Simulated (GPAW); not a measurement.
The system is C.

```xyz
2
Lattice="0.0000 1.7834 1.7834 1.7834 0.0000 1.7834 1.7834 1.7834 0.0000" Properties=species:S:1:pos:R:3 pbc="T T T"
C     0.8917    0.8917    0.8917
C     0.0000    0.0000    0.0000
```

This isn't the form of C at room conditions, which is graphite.

Base run:

| Quantity | Value |
| --- | --- |
| Program | GPAW 26.7.0 |
| Functional | optPBE-vdW |
| Potentials or basis | GPAW PAW data sets (gpaw-data 1.2.1) |
| Cutoff | 800 eV |
| Basis | pw |
| k mesh | 10 × 10 × 10 |
| Occupations | fermi-dirac, width 0.05 eV |
| Spin | no spin polarisation |

Its results: band gap on the k mesh 4.36 eV, indirect (least direct gap 5.67 eV).

Problem. After a change of settings the same cell gave: band gap on the k mesh 5.99 eV, indirect (least direct gap 7.68 eV). Which change was it?
A. functional from optPBE-vdW to TB-mBJ; potentials or basis from GPAW PAW data sets (gpaw-data 1.2.1) to GPAW PAW data sets for LDA (gpaw-data 1.2.1)
B. functional from optPBE-vdW to optB88-vdW
C. functional from optPBE-vdW to PBEsol0; cutoff from 800 eV to 600 eV; k mesh from 10 × 10 × 10 to 6 × 6 × 6

Solution. C.

Caveats: some runs use coarse meshes.

Runs at the PBE level aren't shown here.
